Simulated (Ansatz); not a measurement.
# Computed frozen-phonon scan: SrF2 (fluorite)

Relaxed SrF2 (fluorite):

```
CELL_PARAMETERS angstrom
      0.00000     5.79063     5.79063
      2.89532     0.00000     2.89532
      2.89532     2.89532     0.00000
ATOMIC_POSITIONS crystal
  Sr 0.00000 0.00000 0.00000
  Sr 0.50000 0.00000 0.00000
  F  0.12500 0.25000 0.25000
  F  0.62500 0.25000 0.25000
  F  0.37500 0.75000 0.75000
  F  0.87500 0.75000 0.75000
```

A phonon eigenvector at L = (0.5, 0.0, 0.0) is frozen into this cell: atom i moves by Q times the vector below, so Q is the largest atomic displacement, in Å. The cell is held. (q is in reciprocal vectors of the primitive cell; the cell shown is doubled to hold the pattern.)

```tsv
atom	x	y	z
Sr1	-0.577	0.577	0.577
Sr2	0.577	-0.577	-0.577
F3	-0.353	0.353	0.353
F4	0.353	-0.353	-0.353
F5	0.353	-0.353	-0.353
F6	-0.353	0.353	0.353
```

These are r2SCAN (plane waves to 500 eV, PAW, scalar-relativistic; Ansatz, a first-principles code) values and carry that method's errors. k mesh 5×10×10 (Γ-centred), Fermi-Dirac smearing 0.05 eV. E stands for the smeared free energy. Compression counts positive. SrF2 was relaxed with its symmetry unable to fall. ΔE is measured from the undisplaced structure.

| Q (Å) | ΔE (meV/cell) | −dE/dQ from forces (eV/Å) | P (GPa) |
|---|---|---|---|
| -0.280 | 1511 | 14.018 | 8.52 |
| -0.233 | 956 | 9.969 | 5.66 |
| -0.187 | 565 | 6.928 | 3.49 |
| -0.140 | 298 | 4.618 | 1.90 |
| -0.093 | 127 | 2.814 | 0.83 |
| -0.047 | 31 | 1.330 | 0.20 |
| 0.000 | 0 | 0.000 | 0.00 |
| 0.047 | 31 | -1.330 | 0.20 |
| 0.093 | 127 | -2.814 | 0.83 |
| 0.140 | 298 | -4.618 | 1.90 |
| 0.187 | 565 | -6.928 | 3.49 |
| 0.233 | 956 | -9.969 | 5.66 |
| 0.280 | 1511 | -14.018 | 8.52 |

Read from the data:

The energy at Q = 0.280 Å is 1511 meV/cell. Space group of the distorted cell: R-3m (No. 166), lowered from Fm-3m. Symmetry of the curve: even: the same for both signs. Shape of the curve: a single well with its minimum at or next to zero displacement. Harmonic wavenumber from the curvature (finite differences): 193 cm⁻¹. Wavenumber by perturbation theory (DFPT, on another k mesh): 193 cm⁻¹.

The 13 points together took around 5 core-minutes (rough).

(For displaced atoms, the force is minus the slope of the energy, and its curvature is a force constant, which sets phonon frequencies.)
